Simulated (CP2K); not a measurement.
MgS (Niningerite):

```
CELL_PARAMETERS angstrom
3.67929 0.00000 0.00000
1.83964 3.18636 0.00000
1.83964 1.06212 3.00413
ATOMIC_POSITIONS crystal
S 0.50000 0.50000 0.50000
Mg 0.00000 0.00000 0.00000
```

Program: CP2K 2026.2. Alike in all runs: task single point; potentials or basis POTENTIAL_UZH S GTH-PBE-q6, Mg GTH-PBE-q10; TZVP-MOLOPT-PBE-GTH basis; no spin polarisation; cell as given; k mesh 9 × 9 × 9; smearing fermi-dirac 0.05 eV.

Task: Order these runs on this cell by their band gap on the k mesh, lowest first.
A. level SCAN
B. level PW91
C. level LDA

Result: C (2.52 eV), B (2.87 eV), A (3.50 eV).

Caveats: an odd mesh through Γ misses points on the zone boundary, where band edges often lie; the basis of atomic orbitals isn't converged, which shifts pressures, moduli and gaps.

Runs at the PBE level aren't shown here.
